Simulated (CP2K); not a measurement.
Band structure of BeO (P6_3mc, 4 atoms in the cell).

```
CELL_PARAMETERS angstrom
      2.71718     0.00000     0.00000
     -1.35859     2.35315     0.00000
      0.00000     0.00000     4.41322
ATOMIC_POSITIONS crystal
  Be 0.33333 0.66667 0.00016
  Be 0.66667 0.33333 0.50016
  O  0.33333 0.66667 0.37734
  O  0.66667 0.33333 0.87734
```

Computed with PBE, GPW, DZVP-MOLOPT-SR-GTH basis, GTH-PBE potentials (GTH_POTENTIALS) (CP2K).

Settings: CUTOFF = 600 Ry; REL_CUTOFF = 50 Ry; KPOINTS/SCHEME = MONKHORST-PACK 9 9 5; XC_FUNCTIONAL = PBE; Be/BASIS_SET = DZVP-MOLOPT-SR-GTH; Be/POTENTIAL = GTH-PBE-q4; O/BASIS_SET = DZVP-MOLOPT-SR-GTH; O/POTENTIAL = GTH-PBE-q6; METHOD = GPW; EPS_DEFAULT = 1e-10; EXTRAPOLATION = USE_GUESS; NGRIDS = 5; SCF_GUESS = ATOMIC; EPS_SCF = 1e-07.

The starting cell comes from a database of computed structures (which also holds hypothetical and non-ambient phases and stackings), without a prior relaxation at this level. Its lattice was rescaled by a random factor within 2.5 % of one. Values carry the incompleteness of an atom-centred basis.

Question: Predict the gap along the standard path and the places of the band edges.

Answer: The gap along the path is 7.36 eV, direct at Γ to within 0.01 eV.

Levels in eV from the top of the valence band on the SCF mesh, bands 7 to 11:
| point | 7 | 8 | 9 | 10 | 11 |
|---|---|---|---|---|---|
| Γ | -0.99 | -0.01 | -0.01 | 0.00 | 7.36 |
| M | -3.36 | -2.64 | -1.97 | -0.91 | 11.16 |
| K | -3.64 | -2.82 | -2.42 | -2.42 | 11.54 |
| A | -0.52 | -0.52 | -0.52 | -0.52 | 9.66 |
| L | -1.85 | -1.85 | -1.71 | -1.71 | 9.97 |
| H | -4.36 | -4.36 | -1.29 | -1.29 | 13.08 |

Higher empty bands are left out: an atom-centred basis made for the valence describes them poorly.
